A process engineer wants to model strain and carriers in a channel of cubic silicon carbide and has to choose a density functional first. Each of the five functionals below relaxed the same supplied crystal. "Volume change" is counted from that supplied cell, and "relaxed length a" is the edge of the primitive cell with two atoms. The cell stays cubic in every row, so the three lengths are one and the same number, and multiplying it by √2 gives the familiar conventional edge.

VASP 6.6.1, plane-wave DFT with PAW potentials, for cubic SiC (F-43m, two-atom primitive cell), without spin polarisation, spin–orbit coupling or dispersion correction. All runs use a 600 eV cutoff, a 10 × 10 × 10 k-point mesh and Gaussian smearing of 0.02 eV. Volume changes are relative to the supplied cell, which is the same in every row.

```
functional                            potentials  volume change (%)  relaxed length a (Å)
       LDA  VASP-PAW-LDA-potentials,-recommended             -1.610                 3.062
       PBE  VASP-PAW-PBE-potentials,-recommended              1.700                 3.096
    PBEsol  VASP-PAW-PBE-potentials,-recommended              0.290                 3.082
      RPBE  VASP-PAW-PBE-potentials,-recommended              3.040                 3.110
    r2SCAN  VASP-PAW-PBE-potentials,-recommended              0.000                 3.079
```

**(a) Why do the five functionals put the volume in this order, and does the zero of r2SCAN mean that r2SCAN is exact?**

Solution. The zero has a simple origin. The r2SCAN relaxation stopped at its first step with almost no pressure left in the crystal, so the supplied cell was already the r2SCAN minimum. The column therefore measures the distance of each functional from r2SCAN, and an error against experiment has to be judged separately.

The volume rises from LDA through r2SCAN, PBEsol and PBE to RPBE. LDA treats each point of the crystal as if it belonged to a uniform electron gas of the local density. This is known to bind covalent solids too strongly, and the crystal comes out too small. In a real crystal the density piles up in the Si–C bonds and thins out in the open space between them, and LDA takes no notice of how steeply it varies.

PBE, PBEsol and RPBE add this information. Their exchange energy becomes more negative where the density changes quickly compared with its own size. When the crystal is stretched, the density between the atoms falls while that close to them hardly changes. The relative variation is then expected to grow on the whole, so a stretched crystal gains more from the correction than a compressed one. The exchange correction thus acts like a pressure from inside: the stronger it is, the larger the cell. The gradient term in the correlation works the other way, but the larger cells in the table indicate that exchange outweighs it.

The step from PBE to RPBE is the cleanest evidence for this argument. The two share the same correlation, the same atomic potentials and the same exchange at small gradients; RPBE merely lets the exchange grow faster at larger gradients. That one change adds 1.34 % of the supplied volume. The density variation in SiC is evidently strong enough for this part of the formula to matter.

PBEsol goes the other way. Its exchange responds more weakly to gradients, a choice made for solids, where the density varies more gently than in free atoms and molecules. Its volume lies 1.41 % of the supplied volume below that of PBE. Its correlation was changed as well, so this step can't be credited to exchange alone.

r2SCAN reaches nearly the same cell by another route. Besides the density and its gradient it uses the kinetic energy density of the orbitals, which helps it to tell a covalent bond from a metallic region or from the weak overlap of closed shells. It can then apply a different correction to each, where PBE has to use one compromise for all. That this flexibility brings it close to PBEsol here is plausible from its construction, but the table doesn't isolate the cause.

How do these cells compare with the real crystal? The measured edge, as a rough recalled figure, lies within about 0.2 % of both the r2SCAN and the PBEsol values. LDA is then too short, while PBE and RPBE are too long. Between r2SCAN and PBEsol the table can't decide: their edges differ by only 0.1 %, and the calculations leave out the zero-point and thermal motion of the atoms, which lengthens the real edge by at least as much.

**(b) PBE and the supplied cell differ by 0.56 % in length. Is that small enough to ignore?**

Solution. It depends on whether the purpose needs a length, a stress or an energy. For a drawing of the structure the choice hardly matters, because every functional here gives a Si–C bond within 0.02 Å of the r2SCAN value. For stress the answer changes, because SiC is very stiff. Elastic theory makes the conversion.

Let x be the volume offset as a fraction, V the volume of the cell and B the bulk modulus, the resistance to uniform compression. Near the minimum the energy rises with the square of the offset, and the pressure is its slope:

p = B x

E = ½ B V x²

The bulk modulus follows from two elastic constants that were calculated with PBE, 382.9 GPa for C₁₁ and 126.7 GPa for C₁₂:

B = (C₁₁ + 2 C₁₂)/3 = (382.9 + 2 × 126.7)/3 GPa = 212.1 GPa

For PBE the offset x is 0.0170, which gives the pressure at once:

p = 212.1 GPa × 0.0170 = 3.6 GPa

A PBE crystal forced into the r2SCAN cell therefore pushes outwards with 3.6 GPa, although nobody has loaded it. The energy stored in it follows with V = 2 × 10.32 Å³ = 20.64 Å³, where 1 GPa Å³ is about 6.2 meV:

E = ½ × 212.1 GPa × 20.64 Å³ × 0.0170² = 0.63 GPa Å³ ≈ 3.9 meV per cell

The actual PBE relaxation, which started from the supplied cell, lowered the energy by 4.0 meV. The same formula with the same bulk modulus gives 12.6 meV for RPBE, against 12.3 meV in its relaxation. The offsets are thus ordinary elastic expansions of one crystal, with no change of structure hidden behind them. The small excess for RPBE is no surprise, since its own stiffness wasn't calculated and a real crystal doesn't follow the quadratic law exactly. The formula also has a clear limit: it turns a known offset into pressure and energy, but it can't tell how large the offset of a new functional will be.

For the channel this matters directly. Strain in a device layer is often a few tenths of a per cent, no larger than the offset between PBE and r2SCAN. An engineer who puts the r2SCAN edge, or the measured one, into a PBE calculation and calls it unstrained has already compressed the model by about as much as the strain under study. The remedy costs little: relax the crystal with the chosen functional, call that cell unstrained, and apply the strain as a percentage of it. The same rule holds for elastic constants and vibrations, which also depend on the cell in which they are taken.

The stiffness also helps with a neighbouring series. The volume offset is the extra internal pressure of a functional divided by the bulk modulus, so a softer crystal yields more to the same push. In diamond, silicon and germanium the order LDA, PBEsol, PBE is well known to be the same as here, and the expansion by PBE grows towards germanium, the softest of the three. Softness is one reason for that growth, though the internal pressure itself also changes with the element.

**(c) Does the functional with a good cell also give a good band gap, and which level is worth its cost?**

Solution. PBEsol and r2SCAN answer the first question, because their cells are almost equal. On the k-point mesh used, the gap is 1.23 eV with PBEsol and 1.72 eV with r2SCAN. An edge that differs by 0.1 % can hardly account for half an electronvolt. The difference must come mainly from the way each functional places the empty levels above the filled ones.

In PBEsol, as in LDA, all electrons move in one common potential. In LDA it depends on the density alone, in PBEsol also on the gradient. Such a potential lacks the jump that the exact one would make when an electron is added to the crystal, and the gap comes out too small. r2SCAN acts on the orbitals through their kinetic energy density, and this recovers part of the missing jump. Gaps of 1.29 eV for LDA and 1.39 eV for RPBE fit this picture: their cells lie at opposite ends of the table, yet both gaps stay far below that of r2SCAN. No gap is available for PBE.

Even the best of these values is poor for device work. The measured gap is roughly 2.4 eV, a recalled figure, so r2SCAN falls short by about 0.7 eV and PBEsol by about 1.2 eV. The number of thermally created carriers depends on the gap E_g as

n ∝ exp(−E_g / 2kT)

where 2kT is about 0.05 eV at room temperature. An error of 0.7 eV then changes this intrinsic density by five to six powers of ten. In a doped or gated channel most carriers come from the dopants or are drawn in by the gate, but leakage can still depend strongly on the gap. A leakage current or a band offset should not be taken from any gap quoted here.

The cost can only be argued from the work involved, since the table holds no timings. LDA and the three gradient functionals solve the same equations with the same plane waves and k-points, and evaluating the functional is a small part of the job. Choosing PBEsol over PBE is therefore practically free. r2SCAN also needs the gradients of all occupied orbitals and an extra term in the equations, which makes each step somewhat dearer but leaves the growth with system size unchanged. A hybrid functional is a different matter: it computes exchange between pairs of orbitals at pairs of k-points, and on a dense mesh this can cost orders of magnitude more.

This suggests a division of labour. PBEsol is the economical choice for the cell and for large models in which only the structure counts. Its good cell also makes it a sensible start for strain, though its elastic constants weren't calculated here. r2SCAN is worth its moderate extra cost when the same run should also give a less faulty gap. For the gap itself, a single hybrid calculation in a PBEsol or r2SCAN cell is the better choice. Borrowing a cell is sound there, because the gap should belong to the real crystal and no stress or elastic energy is read from the run.

PBE remains useful where results must be comparable with a large body of existing PBE data, provided that its own relaxed cell is used throughout. RPBE was designed for the binding of molecules on surfaces, and for bulk SiC its stronger exchange only adds to the expansion. One reservation applies to the finer distinctions: LDA had atomic potentials made for it, whereas PBEsol, RPBE and r2SCAN used those made for PBE. The effect is usually small, but it wasn't tested here, and it is a further reason not to rank PBEsol and r2SCAN by their 0.1 % difference in length.
